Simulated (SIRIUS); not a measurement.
# TiO2 (Anatase) (P1) in SIRIUS: single point with PBEsol

Aim: the single point of TiO2 (Anatase) with PBEsol.

Everything below comes from runs of SIRIUS 7.12.0. Logs are shortened: lines on timing, memory, paths and dates and some standing lists are left out, and cuts for length are marked. The log counts tension as positive stress, the text compression.

## (1) The cell of the first run

The typed cell holds 6 atoms: a = 5.458 Å, b = 5.458 Å, c = 5.458 Å, α = 139.43°, β = 139.43°, γ = 58.71°.

## (2) Single point, PBEsol (atoms moved at random, drawn with an rms of 0.05 Å)

sirius.json reads:

```json
{
  "control": {
    "processing_unit": "cpu",
    "verbosity": 2,
    "num_bands_to_print": 34,
    "print_forces": true,
    "print_stress": true
  },
  "parameters": {
    "electronic_structure_method": "pseudopotential",
    "xc_functionals": ["XC_GGA_X_PBE_SOL", "XC_GGA_C_PBE_SOL"],
    "gk_cutoff": 9.2,
    "pw_cutoff": 18.4,
    "ngridk": [10, 10, 10],
    "shiftk": [0, 0, 0],
    "smearing": "fermi_dirac",
    "smearing_width": 0.0018374661,
    "num_bands": 34,
    "num_mag_dims": 0,
    "num_dft_iter": 100,
    "energy_tol": 1e-08,
    "density_tol": 1e-06
  },
  "iterative_solver": {
    "type": "davidson",
    "min_tolerance": 1e-10
  },
  "mixer": {
    "type": "anderson",
    "beta": 0.7,
    "max_history": 8
  },
  "settings": {
    "tol_ne": 1e-10,
    "pseudo_grid_cutoff": 6.5
  },
  "unit_cell": {
    "lattice_vectors": [
      [-3.575550800404, 3.575550800404, 8.989994092682],
      [3.575550800404, -3.575550800404, 8.989994092682],
      [3.575550800404, 3.575550800404, -8.989994092682]
    ],
    "atom_coordinate_units": "lattice",
    "atom_types": ["Ti", "O"],
    "atom_files": {
      "O": "O.json",
      "Ti": "Ti.json"
    },
    "atoms": {
      "Ti": [
        [0.749248, 0.249738, 0.494278],
        [0.002996, -0.003225, 0.000219]
      ],
      "O": [
        [0.78263, 0.795091, -0.002627],
        [0.541452, 0.039766, 0.501168],
        [0.95029, 0.449868, 0.476092],
        [0.215506, 0.209687, 0.005593]
      ]
    }
  }
}
```

Potentials or basis: PseudoDojo 0.4.1 PBEsol standard (scalar relativistic).

Started as:

```bash
> upf_to_json O.upf
> upf_to_json Ti.upf
> OMP_NUM_THREADS=4 sirius.scf --input=sirius.json --output=out.json --task=0
```

Standard output:

```text
[info] SIRIUS version : 7.12.0
[info] number of MPI ranks           : 1
[info] MPI grid                      : 1 1
[info] maximum number of OMP threads : 4
[fft] FFT context for density and potential
[fft] =====================================
[fft]   comm size                             : 1
[fft]   plane wave cutoff                     : 18.4
[fft]   grid size                             : 64 64 64   total : 262144
[fft]   grid limits                           : -31 32   -31 32   -31 32
[fft]   number of G-vectors within the cutoff : 24211
[fft]   local number of G-vectors             : 24211
[fft]   number of G-shells                    : 3454
[fft] FFT context for coarse grid
[fft] =====================================
[fft]   comm size                             : 1
[fft]   plane wave cutoff                     : 18.4
[fft]   grid size                             : 64 64 64   total : 262144
[fft]   grid limits                           : -31 32   -31 32   -31 32
[fft]   number of G-vectors within the cutoff : 24211
[fft]   local number of G-vectors             : 24211
[fft]   number of G-shells                    : 3454
[unit cell] lattice vectors
[unit cell]   a1 :      -3.5755508004      3.5755508004      8.9899940927
[unit cell]   a2 :       3.5755508004     -3.5755508004      8.9899940927
[unit cell]   a3 :       3.5755508004      3.5755508004     -8.9899940927
[unit cell] reciprocal lattice vectors
[unit cell]   b1 :       0.0000000000      0.8786318050      0.3494543624
[unit cell]   b2 :       0.8786318050      0.0000000000      0.3494543624
[unit cell]   b3 :       0.8786318050      0.8786318050      0.0000000000
[unit cell] unit cell volume :       459.73260231 [a.u.^3]
[unit cell] 1/sqrt(omega)    :         0.04663880
[unit cell] MT volume        :         0.00000000 ( 0.00%)
[unit cell] IT volume        :       459.73260231 (100.00%)
[unit cell] number of atom types : 2
[unit cell] type id : 0 symbol : Ti mt_radius :  15.850000 num_atoms : 2
[unit cell] type id : 1 symbol :  O mt_radius :   9.350000 num_atoms : 4
[unit cell] total number of atoms : 6
[unit cell] number of symmetry classes : 6
[unit cell] number of PAW atoms : 0
[unit cell] atom id  type id  class id             position                      vector_field
[unit cell] ------------------------------------------------------------------------------------------
[unit cell]      0        0        0      0.74925   0.24974   0.49428      0.00000   0.00000   0.00000
[unit cell]      1        0        1      0.00300  -0.00323   0.00022      0.00000   0.00000   0.00000
[unit cell]      2        1        2      0.78263   0.79509  -0.00263      0.00000   0.00000   0.00000
[unit cell]      3        1        3      0.54145   0.03977   0.50117      0.00000   0.00000   0.00000
[unit cell]      4        1        4      0.95029   0.44987   0.47609      0.00000   0.00000   0.00000
[unit cell]      5        1        5      0.21551   0.20969   0.00559      0.00000   0.00000   0.00000
[unit cell] atom id         position (Cartesian, a.u.)
[unit cell] ---------------------------------------------
[unit cell]      0      -0.018707    3.553339    4.537322
[unit cell]      1      -0.021460    0.023027   -0.004028
[unit cell]      2       0.035162   -0.053948   14.207319
[unit cell]      3      -0.001852    3.585755    0.719649
[unit cell]      4      -0.086993    3.491575    8.307348
[unit cell]      5      -0.000808    0.040804    3.772202
[unit cell] class id : 0 atom id : 0
[unit cell] class id : 1 atom id : 1
[unit cell] class id : 2 atom id : 2
[unit cell] class id : 3 atom id : 3
[unit cell] class id : 4 atom id : 4
[unit cell] class id : 5 atom id : 5
[unit cell] minimum bond length:     3.576618
[unit cell] total number of pseudo wave-functions: 36
[sym] space group number   : 1
[sym] international symbol : P1
[sym] Hall symbol          : P 1
[sym] space group transformation matrix :
[sym]  -0.0000  1.0000 -1.0000
[sym]  -0.0000  1.0000  0.0000
[sym]   1.0000  1.0000 -1.0000
[sym] space group origin shift :
[... 355 lines left out ...]
[diagonalize] ik:  503   -1.795844   -1.794170   -0.929769   -0.929149   -0.928537   -0.927990   -0.924247   -0.923680   -0.358234   -0.355125   -0.335993   -0.331088    0.128987    0.129958    0.130849    0.132311    0.189245    0.192530    0.213524    0.215811    0.216842    0.218915    0.259624    0.260683    0.354968    0.357117    0.402635    0.405377    0.413946    0.418017    0.450849    0.452160    0.476384    0.481146
[find] Charges and magnetic moments
[find] --------------------------------------------------------------------------------
[find] total charge          : 48.000000
[find] Energy
[find] --------------------------------------------------------------------------------
[find] valence_eval_sum               :     -16.81382590
[find] <rho|V^{XC}>                   :     -37.89713021
[find] <rho|E^{XC}>                   :     -33.72464136
[find] <mag|B^{XC}>                   :       0.00000000
[find] <rho|V^{H}>                    :      99.71862066
[find] one-electron contribution      :     -78.63531635 (Ha),    -157.27063270 (Ry)
[find] hartree contribution           :      49.85931033
[find] xc contribution                :     -33.72464136
[find] ewald contribution             :    -122.40660770
[find] PAW contribution               :       0.00000000
[find] smearing (-TS)                 :      -0.00000000
[find] SCF correction                 :      -0.00000184
[find] Total energy                   :    -184.90725691 (Ha),    -369.81451382 (Ry)
[find] Free energy (E-TS)             :    -184.90725691 (Ha),    -369.81451382 (Ry)
[find] band gap (eV)                  :       2.03560121
[find] Efermi                         :       0.30708136
[find] iteration : 19, RMS (target) : 4.4047e-07 (1.0000e-06) , energy difference (target) : -2.1032e-12 (1.0000e-08)
[find] bands are converged : true
[find] iterative solver converged : false
[find] converged after 20 SCF iterations!
[find] Charges and magnetic moments
[find] --------------------------------------------------------------------------------
[find] total charge          : 48.000000
[find] Energy
[find] --------------------------------------------------------------------------------
[find] valence_eval_sum               :     -16.81382590
[find] <rho|V^{XC}>                   :     -37.89713021
[find] <rho|E^{XC}>                   :     -33.72464136
[find] <mag|B^{XC}>                   :       0.00000000
[find] <rho|V^{H}>                    :      99.71862066
[find] one-electron contribution      :     -78.63531635 (Ha),    -157.27063270 (Ry)
[find] hartree contribution           :      49.85931033
[find] xc contribution                :     -33.72464136
[find] ewald contribution             :    -122.40660770
[find] PAW contribution               :       0.00000000
[find] smearing (-TS)                 :      -0.00000000
[find] SCF correction                 :      -0.00000184
[find] Total energy                   :    -184.90725691 (Ha),    -369.81451382 (Ry)
[find] Free energy (E-TS)             :    -184.90725691 (Ha),    -369.81451382 (Ry)
[find] band gap (eV)                  :       2.03560121
[find] Efermi                         :       0.30708136
[ground_state] === stress tensor components [kbar] ===
[ground_state] === stress_kin ===
[ground_state] -38362.357297    0.342889  -10.680776
[ground_state]     0.342889-38357.741895   -5.782266
[ground_state]   -10.680776   -5.782266-38222.448686
[ground_state] === stress_har ===
[ground_state] -9005.343323    9.443368  360.236213
[ground_state]     9.443368-8628.764184 -232.018599
[ground_state]   360.236213 -232.018599-14273.817996
[ground_state] === stress_ewald ===
[ground_state] 28438.985657   20.658872  615.969403
[ground_state]    20.65887229169.773378 -424.591654
[ground_state]   615.969403 -424.59165420726.478525
[ground_state] === stress_vloc ===
[ground_state]  8674.847682  -29.620744 -971.387846
[ground_state]   -29.620744 7594.213387  655.163821
[ground_state]  -971.387846  655.16382121584.937991
[ground_state] === stress_xc ===
[ground_state]  2786.946767    0.027021    0.624284
[ground_state]     0.027021 2787.384232   -0.447983
[ground_state]     0.624284   -0.447983 2787.266064
[ground_state] === stress_core ===
[ground_state]  3676.015005    0.001969    0.045353
[ground_state]     0.001969 3675.768683    0.100864
[ground_state]     0.045353    0.100864 3675.797524
[ground_state] === stress_nonloc ===
[ground_state]  3791.361619   -0.618154   -7.060479
[ground_state]    -0.618154 3788.611216    9.319997
[ground_state]    -7.060479    9.319997 3764.809446
[ground_state] === stress_us_nl ===
[ground_state]  3791.361619   -0.618154   -7.060479
[ground_state]    -0.618154 3788.611216    9.319997
[ground_state]    -7.060479    9.319997 3764.809446
[ground_state] === stress_total ===
[ground_state]     0.456111    0.235221  -12.253848
[ground_state]     0.235221   29.244817    1.744179
[ground_state]   -12.253848    1.744179   43.022869
[ground_state] ==== total Forces in Ha/bohr =====
[ground_state] atom:    0, force:       0.0007359      0.0006273     -0.0063302
[ground_state] atom:    1, force:      -0.0010198     -0.0004856      0.0051268
[ground_state] atom:    2, force:      -0.0117287      0.0047043      0.0067152
[ground_state] atom:    3, force:      -0.0029816     -0.0017050      0.0070569
[ground_state] atom:    4, force:       0.0144700      0.0043232     -0.0093156
[ground_state] atom:    5, force:       0.0005243     -0.0074640     -0.0032510
[ground_state] ==== ultrasoft contribution from Qij =====
[ground_state] atom:    0, force:       0.0000000      0.0000000      0.0000000
[ground_state] atom:    1, force:       0.0000000      0.0000000      0.0000000
[ground_state] atom:    2, force:       0.0000000      0.0000000      0.0000000
[ground_state] atom:    3, force:       0.0000000      0.0000000      0.0000000
[ground_state] atom:    4, force:       0.0000000      0.0000000      0.0000000
[ground_state] atom:    5, force:       0.0000000      0.0000000      0.0000000
[ground_state] ==== non-local contribution from Beta-projector =====
[ground_state] atom:    0, force:      -0.0113259     -0.0139788      0.0003751
[ground_state] atom:    1, force:       0.0145407     -0.0002218      0.0011261
[ground_state] atom:    2, force:       0.0082704      0.0248385      0.1739083
[ground_state] atom:    3, force:      -0.0131054     -0.0103713      0.1521529
[ground_state] atom:    4, force:      -0.0103941      0.0355462     -0.1786883
[ground_state] atom:    5, force:      -0.0032545      0.0216866     -0.1471977
[ground_state] ==== contribution from local potential =====
[ground_state] atom:    0, force:      -0.3170906     -0.4511622      0.1288057
[ground_state] atom:    1, force:       0.4729781     -0.1635555     -0.0794721
[ground_state] atom:    2, force:       0.3608746      0.0278974      1.9876950
[ground_state] atom:    3, force:       0.0118768     -0.0455004      1.7823496
[ground_state] atom:    4, force:      -0.4526399      0.1626130     -1.9602074
[ground_state] atom:    5, force:      -0.0609199      0.4128011     -1.8605502
[ground_state] ==== contribution from core density =====
[ground_state] atom:    0, force:       0.0005697      0.0007646      0.0000569
[ground_state] atom:    1, force:      -0.0007706      0.0000919     -0.0001553
[ground_state] atom:    2, force:       0.0004689     -0.0007442     -0.0043577
[ground_state] atom:    3, force:       0.0004099      0.0001296     -0.0039603
[ground_state] atom:    4, force:      -0.0005436     -0.0009415      0.0045403
[ground_state] atom:    5, force:       0.0000553      0.0001070      0.0035814
[ground_state] ==== Ewald forces from ions =====
[ground_state] atom:    0, force:       0.3285827      0.4650037     -0.1355679
[ground_state] atom:    1, force:      -0.4877679      0.1631998      0.0836281
[ground_state] atom:    2, force:      -0.3813426     -0.0472875     -2.1505304
[ground_state] atom:    3, force:      -0.0021629      0.0540372     -1.9234852
[ground_state] atom:    4, force:       0.4780475     -0.1928945      2.1250398
[ground_state] atom:    5, force:       0.0646433     -0.4420586      2.0009156
[~DFT_ground_state] local op. applied: 701754
[~DFT_ground_state] evp. work count: 84735.7
[~DFT_ground_state] number of iterative solver steps: 15114
```

Wall time 32 min (4 threads of AMD EPYC 7R43 (Zen 3), shared host); peak memory 8.7 GiB.

What came out:

```
Free energy            : -5031.5828 eV
Pressure               : -2.4 GPa
Largest force          : 0.912 eV/Å
Band gap on the k mesh : 2.04 eV
```

Forces on the atoms (eV/Å):
```
Ti   0.038  0.032 -0.326
Ti  -0.052 -0.025  0.264
O   -0.603  0.242  0.345
O   -0.153 -0.088  0.363
O    0.744  0.222 -0.479
O    0.027 -0.384 -0.167
```

A k mesh can miss the band edges.
